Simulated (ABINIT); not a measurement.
# Al (P6_3/mmc) in ABINIT: optical spectrum with LDA

Aim: the optical spectrum of Al with LDA.

Everything below comes from runs of ABINIT 10.8.3 (patched build). Logs are shortened: lines on timing, memory, paths and dates and some standing lists are left out, and cuts for length are marked. The log counts tension as positive stress, the text compression.

## 1. The undisturbed crystal

The structure is hexagonal, space group P6_3/mmc (No. 194). Conventional cell: a = 2.827 Å, b = 2.827 Å, c = 9.186 Å, α = 90.00°, β = 90.00°, γ = 120.00°. Al (site symmetry -6m2) is surrounded by 12 Al at 2.82 to 2.83 Å. Al (site symmetry -3m) is surrounded by 12 Al at 2.82 to 2.83 Å.

This isn't the form of Al at room conditions, which is fcc.

## 2. Optical spectrum, LDA (volume scaled by 1.08)

run.abi

```
# Datasets
ndtset 3

# Pseudopotentials
pp_dirpath "./"
pseudos "Al.hgh"

# Structure
structure "poscar:POSCAR"
natom 4
chkprim 0
chksymtnons 0
tolsym 1.0e-6

# Plane-wave basis
ecut 14.0

# k points
ngkpt 18 18 4
nshiftk 1
shiftk 0.0 0.0 0.5
istwfk *1

# Exchange and correlation
ixc 7

# Bands and occupations
occopt 4
tsmear 0.136 eV

# SCF cycle
nstep 80
diemac 50.0
nnsclo 3

# Output
iomode 3
prteig 0
prtebands 0

# Dataset 1: ground state
nband1 10
tolvrs1 1.0e-12
prtden1 1
prtwf1 0
kptopt1 1

# Dataset 2: empty bands at fixed density
iscf2 -3
getden2 1
nband2 18
nbdbuf2 4
tolwfr2 1.0e-12
nstep2 120
prtden2 0
kptopt2 1

# Dataset 3: wave functions and velocity matrix elements in the full zone
optdriver3 8
wfk_task3 "wfk_optics_fullbz"
getwfk3 2
nband3 14
kptopt3 1
prtevk3 1
inclvkb3 2
```

POSCAR

```
Al
1.0
    2.9005402265      0.0000000000      0.0000000000
   -1.4502701132      2.5119415208      0.0000000000
    0.0000000000      0.0000000000      9.4246963176
Al
4
Direct
    0.6666666667      0.3333333333      0.7500000000  Al
    0.0000000000      0.0000000000      0.5000000000  Al
    0.3333333333      0.6666666667      0.2500000000  Al
    0.0000000000      0.0000000000      0.0000000000  Al
```

optic.abi

```
&FILES
 ddkfile_1 = 'runo_DS3_1_EVK.nc',
 ddkfile_2 = 'runo_DS3_2_EVK.nc',
 ddkfile_3 = 'runo_DS3_3_EVK.nc',
 wfkfile = 'runo_DS3_WFK.nc'
/
&PARAMETERS
 broadening = 0.001837,
 domega = 0.002,
 maxomega = 0.8,
 scissor = 0.000000,
 tolerance = 0.002
/
&COMPUTATIONS
 num_lin_comp = 2,
 lin_comp = 11,33,
 num_nonlin_comp = 0
/
```

Potentials or basis: HGH LDA.

On the command line:

```
$ abinit run.abi > log 2>&1
$ optic optic.abi > optic.log 2>&1
```

run.abo:

```text
.Version 10.8.3 of ABINIT
 DATASET    1 : space group P6_3/m m c (#194); Bravais hP (primitive hexag.)
================================================================================
 Values of the parameters that define the memory need for DATASET  1.
     intxc =       0    ionmov =       0      iscf =       7    lmnmax =       3
     lnmax =       3     mgfft =      60  mpssoang =       2    mqgrid =    3001
     natom =       4  nloc_mem =       1    nspden =       1   nspinor =       1
    nsppol =       1      nsym =      24    n1xccc =       0    ntypat =       1
    occopt =       4   xclevel =       1
       mpw =        1175          nfft =       24000          nkpt =          74
================================================================================
================================================================================
[... 13 lines left out ...]
 DATASET    3 : space group P6_3/m m c (#194); Bravais hP (primitive hexag.)
================================================================================
 Values of the parameters that define the memory need for DATASET  3.
     intxc =       0    ionmov =       0      iscf =       7    lmnmax =       3
     lnmax =       3     mgfft =      60  mpssoang =       2    mqgrid =    3001
     natom =       4  nloc_mem =       1    nspden =       1   nspinor =       1
    nsppol =       1      nsym =      24    n1xccc =       0    ntypat =       1
    occopt =       4   xclevel =       1
       mpw =        1175          nfft =       24000          nkpt =          74
================================================================================
================================================================================

--------------------------------------------------------------------------------
------------- Echo of variables that govern the present computation ------------
--------------------------------------------------------------------------------
 -outvars: echo values of preprocessed input variables --------
            acell      1.0000000000E+00  1.0000000000E+00  1.0000000000E+00 Bohr
              amu      2.69815390E+01
          chkprim           0
      chksymtnons           0
           diemac      5.00000000E+01
             ecut      1.40000000E+01 Hartree
           getden1          0
           getden2          1
           getden3          0
           getwfk1          0
           getwfk2          0
           getwfk3          2
             iscf1          7
             iscf2         -3
             iscf3          7
              ixc           7
           jdtset        1    2    3
                       outvar_i_n : Printing only first  50 k-points.
         kptrlatt       18    0    0      0   18    0      0    0    4
          kptrlen      7.12403794E+01
            natom           4
            nband1         10
            nband2         18
            nband3         14
           nbdbuf1          0
           nbdbuf2          4
           nbdbuf3          0
           ndtset           3
            ngfft          20      20      60
             nkpt          74
           nnsclo           3
            nstep1         80
            nstep2        120
            nstep3         80
             nsym          24
           ntypat           1
                       prtocc : prtvol=0, do not print more k-points.
                       prtocc : prtvol=0, do not print more k-points.
                       prtocc : prtvol=0, do not print more k-points.
           occopt           4
        optdriver1          0
        optdriver2          0
        optdriver3          8
           prtden1          1
           prtden2          0
           prtden3          1
        prtebands           0
           prteig           0
           prtevk1          0
           prtevk2          0
           prtevk3          1
            prtwf1          0
            prtwf2          1
            prtwf3          1
            rprim      5.4812266453E+00  0.0000000000E+00  0.0000000000E+00
                      -2.7406133225E+00  4.7468815186E+00  0.0000000000E+00
                       0.0000000000E+00  0.0000000000E+00  1.7810094860E+01
           shiftk      0.00000000E+00  0.00000000E+00  5.00000000E-01
          spgroup         194
           tolsym      1.00000000E-06
           tolvrs1     1.00000000E-12
           tolvrs2     0.00000000E+00
           tolvrs3     0.00000000E+00
           tolwfr1     0.00000000E+00
           tolwfr2     1.00000000E-12
           tolwfr3     0.00000000E+00
           tsmear      4.99790782E-03 Hartree
            typat      1  1  1  1
         wfk_task1          0
         wfk_task2          0
         wfk_task3          7
                       outvars : Printing only first  50 k-points.
           xangst      1.4502701133E+00  8.3731384027E-01  7.0685222382E+00
                       2.6835387858E-17 -1.3944076565E-16  4.7123481588E+00
                       3.3333428126E-11  1.6746276805E+00  2.3561740794E+00
                       2.6835387858E-17 -1.3944076565E-16  0.0000000000E+00
            xcart      2.7406133227E+00  1.5822938395E+00  1.3357571145E+01
                       5.0711533534E-17 -2.6350485786E-16  8.9050474301E+00
                       6.2991049995E-11  3.1645876791E+00  4.4525237150E+00
[... 223 lines left out ...]
iteration_state: {dtset: 2, }
solver: {iscf: -3, nstep: 120, nline: 4, wfoptalg: 0, }
tolerances: {tolwfr: 1.00E-12, }
...

     iter   Etot(hartree)      deltaE(h)  residm     vres2
 Non-SCF case, kpt    1 (  0.00000  0.00000  0.12500), residuals and eigenvalues=
  5.31E-13  4.84E-13  2.97E-13  9.35E-13  2.06E-13  3.41E-13  3.54E-13  6.03E-13
  7.43E-13  8.63E-13  9.56E-13  8.85E-13  5.83E-13  9.70E-13  2.17E-11  9.59E-12
  8.28E-10  6.96E-10
 -5.6566E-02 -1.0961E-02  1.9265E-02  1.5350E-01  2.1245E-01  4.2761E-01
  5.1107E-01  7.1467E-01  7.1467E-01  7.2622E-01  7.2622E-01  7.5655E-01
  7.5655E-01  7.6989E-01  7.6989E-01  7.7242E-01  7.8145E-01  7.8145E-01
 prteigrs : prtvol=0 or 1, do not print more k-points.

--- !ResultsGS
iteration_state: {dtset: 2, }
comment   : Summary of ground state results
lattice_vectors:
- [  5.4812266,   0.0000000,   0.0000000, ]
- [ -2.7406133,   4.7468815,   0.0000000, ]
- [  0.0000000,   0.0000000,  17.8100949, ]
lattice_lengths: [   5.48123,    5.48123,   17.81009, ]
lattice_angles: [ 90.000,  90.000, 120.000, ] # degrees, (23, 13, 12)
lattice_volume:   4.6339611E+02
convergence: {deltae:  0.000E+00, res2:  0.000E+00, residm:  9.982E-13, diffor:  0.000E+00, }
etotal    :  -8.38832074E+00
entropy   :   0.00000000E+00
fermie    :   3.41950440E-01
cartesian_stress_tensor: null
pressure_GPa: null
xred      :
- [  6.6667E-01,   3.3333E-01,   7.5000E-01, Al]
- [ -1.8504E-17,  -5.5511E-17,   5.0000E-01, Al]
- [  3.3333E-01,   6.6667E-01,   2.5000E-01, Al]
- [ -1.8504E-17,  -5.5511E-17,   0.0000E+00, Al]
cartesian_forces: null
force_length_stats: {min: null, max: null, mean: null, }
...

 Integrated electronic density in atomic spheres:
 ------------------------------------------------
 Atom  Sphere_radius  Integrated_density
    1        2.00000          0.88023474
    2        2.00000          0.87258459
    3        2.00000          0.88023474
    4        2.00000          0.87258459
================================================================================

 ----iterations are completed or convergence reached----

 Mean square residual over all n,k,spin=   43.633E-14; max=  99.819E-14
 reduced coordinates (array xred) for    4 atoms
       0.666666666667      0.333333333333      0.750000000000
      -0.000000000000     -0.000000000000      0.500000000000
       0.333333333333      0.666666666667      0.250000000000
      -0.000000000000     -0.000000000000      0.000000000000

 cartesian coordinates (angstrom) at end:
    1      1.45027011326667     0.83731384026667     7.06852223820000
    2      0.00000000000000    -0.00000000000000     4.71234815880000
    3      0.00000000003333     1.67462768053333     2.35617407940000
    4      0.00000000000000    -0.00000000000000     0.00000000000000
 length scales=  1.000000000000  1.000000000000  1.000000000000 bohr
              =  0.529177210544  0.529177210544  0.529177210544 angstroms
 Eigenvalues (hartree) for nkpt=  74  k points:
 kpt#   1, nband= 18, wtk=  0.00154, kpt=  0.0000  0.0000  0.1250 (reduced coord)
  -0.05657   -0.01096    0.01927    0.15350    0.21245    0.42761    0.51107    0.71467
   0.71467    0.72622    0.72622    0.75655    0.75655    0.76989    0.76989    0.77242
   0.78145    0.78145
      occupation numbers for kpt#   1
   2.00000    2.00000    2.00000    2.00000    2.00000    0.00000    0.00000    0.00000
   0.00000    0.00000    0.00000    0.00000    0.00000    0.00000    0.00000    0.00000
   0.00000    0.00000
 prteigrs : prtvol=0 or 1, do not print more k-points.

--- !EnergyTerms
iteration_state     : {dtset: 2, }
comment             : Components of total free energy in Hartree
kinetic             :  3.44191276276607E+00
hartree             :  1.61837765756208E-02
xc                  : -3.17216092568223E+00
Ewald energy        : -1.06644220304955E+01
psp_core            : -8.66949971782447E-01
local_psp           :  1.31769199019175E+00
non_local_psp       :  1.53952573958060E+00
internal            : -8.38821865884610E+00
'-kT*entropy'       : -1.01886159853803E-04
total_energy        : -8.38832054500595E+00
...

--- !EnergyTermsDC
iteration_state     : {dtset: 2, }
comment             : '"Double-counting" decomposition of free energy'
band_energy         :  2.19769948995555E+00
Ewald energy        : -1.06644220304955E+01
psp_core            : -8.66949971782447E-01
xc_dc               :  9.45453655620805E-01
internal            : -8.38821885670155E+00
'-kT*entropy'       : -1.01886159853803E-04
total_energy_dc     : -8.38832074286140E+00
...

================================================================================
== DATASET  3 ==================================================================

--- !DatasetInfo
iteration_state: {dtset: 3, }
dimensions: {natom: 4, nkpt: 74, mband: 14, nsppol: 1, nspinor: 1, nspden: 1, mpw: 1175, }
cutoff_energies: {ecut:  14.0, pawecutdg:  -1.0, }
electrons: {nelect:   1.20000000E+01, charge:   0.00000000E+00, occopt:   4.00000000E+00, tsmear:   4.99790782E-03, }
meta: {optdriver: 8, wfk_task: 7, }
...

 mkfilename : getwfk/=0, take file _WFK from output of DATASET   2.

 Exchange-correlation functional for the present dataset will be:
  LDA: Perdew-Wang 92 LSD fit to Ceperley-Alder data - ixc=7
  J.P.Perdew and Y.Wang, PRB 45, 13244 (1992)

--------------------------------------------------------------------------------

 Computation of velocity matrix elements (DDK)

 Parameters extracted from the Abinit header:
    ecut:     14.0
    nkpt:    1296
    mband:   18
    nsppol:  1
    nspinor: 1
    useylm:  0
    inclvkb: 2
    bmin: 1, bmax: 18
    Computing diagonal and off-diagonal matrix elements
    Between band index bmin: 1, bmax: 18

== END DATASET(S) ==============================================================
================================================================================

 -outvars: echo values of variables after computation  --------
            acell      1.0000000000E+00  1.0000000000E+00  1.0000000000E+00 Bohr
           etotal1    -8.3883207429E+00
           etotal2    -8.3883207429E+00
           etotal3     0.0000000000E+00
            fcart1    -3.0703041005E-30 -1.5953768090E-29 -0.0000000000E+00
                      -3.0703041005E-30 -1.7726408989E-30 -0.0000000000E+00
                       9.2109123015E-30  1.9499049888E-29 -0.0000000000E+00
                      -3.0703041005E-30 -1.7726408989E-30 -0.0000000000E+00
            fcart3     0.0000000000E+00  0.0000000000E+00  0.0000000000E+00
                       0.0000000000E+00  0.0000000000E+00  0.0000000000E+00
                       0.0000000000E+00  0.0000000000E+00  0.0000000000E+00
                       0.0000000000E+00  0.0000000000E+00  0.0000000000E+00
            rprim      5.4812266453E+00  0.0000000000E+00  0.0000000000E+00
                      -2.7406133225E+00  4.7468815186E+00  0.0000000000E+00
                       0.0000000000E+00  0.0000000000E+00  1.7810094860E+01
           strten1     2.0091172485E-04  2.0091172479E-04  2.0685027627E-04
                       0.0000000000E+00  0.0000000000E+00  3.3240118810E-14
           strten3     0.0000000000E+00  0.0000000000E+00  0.0000000000E+00
                       0.0000000000E+00  0.0000000000E+00  0.0000000000E+00
           xangst      1.4502701133E+00  8.3731384027E-01  7.0685222382E+00
                       2.6835387858E-17 -1.3944076565E-16  4.7123481588E+00
                       3.3333428126E-11  1.6746276805E+00  2.3561740794E+00
                       2.6835387858E-17 -1.3944076565E-16  0.0000000000E+00
             xred      6.6666666667E-01  3.3333333333E-01  7.5000000000E-01
                      -1.8503717077E-17 -5.5511151231E-17  5.0000000000E-01
                       3.3333333333E-01  6.6666666667E-01  2.5000000000E-01
                      -1.8503717077E-17 -5.5511151231E-17  0.0000000000E+00
 Calculation completed.
```

It took 54 s on 1 thread of Arm Neoverse V2, shared host; peak memory 0.54 GiB.

What came out:

```
Free energy : -228.2578 eV
Pressure    : -6.0 GPa
```

Stress tensor (GPa, compression positive):
```
-5.91  0.00  0.00
 0.00 -5.91  0.00
 0.00  0.00 -6.09
```

Dielectric function (mean over the directions given):
| energy (eV) | real part | imaginary part |
| --- | --- | --- |
| 0.33 | 122.31 | 93.69 |
| 0.87 | -77.25 | 72.91 |
| 1.42 | -32.28 | 27.53 |
| 1.85 | -27.79 | 10.60 |
| 2.40 | -13.71 | 5.63 |
| 2.83 | -11.41 | 4.37 |
| 3.37 | -6.99 | 1.98 |
| 3.92 | -5.07 | 1.67 |
| 4.35 | -3.97 | 0.65 |
| 4.90 | -2.86 | 0.70 |
| 5.33 | -2.40 | 0.42 |
| 5.88 | -1.65 | 0.31 |
| 6.42 | -1.30 | 0.25 |
| 6.86 | -1.01 | 0.16 |
| 7.40 | -0.74 | 0.23 |
| 7.84 | -0.53 | 0.10 |
| 8.38 | -0.34 | 0.12 |
| 8.93 | -0.18 | 0.09 |
| 9.36 | -0.06 | 0.07 |
| 9.90 | 0.03 | 0.06 |
| 10.34 | 0.12 | 0.05 |
| 10.88 | 0.20 | 0.06 |
| 11.32 | 0.26 | 0.03 |
| 11.86 | 0.33 | 0.03 |
| 12.41 | 0.38 | 0.02 |
| 12.84 | 0.43 | 0.02 |
| 13.39 | 0.47 | 0.02 |
| 13.82 | 0.51 | 0.02 |
| 14.37 | 0.55 | 0.01 |
| 14.91 | 0.58 | 0.01 |
| 15.35 | 0.60 | 0.01 |
| 15.89 | 0.63 | 0.01 |
| 16.33 | 0.65 | 0.01 |
| 16.87 | 0.67 | 0.01 |
| 17.41 | 0.69 | 0.00 |
| 17.85 | 0.71 | 0.00 |
| 18.39 | 0.73 | 0.00 |
| 18.83 | 0.74 | 0.00 |
| 19.38 | 0.75 | 0.00 |
| 19.92 | 0.77 | 0.00 |

Caveat: the intraband (Drude) term is left out; spectra need much finer meshes, so this one isn't converged; independent-particle spectra lack excitons; HGH potentials are hard and often keep d shells in the core, so these values are rough.
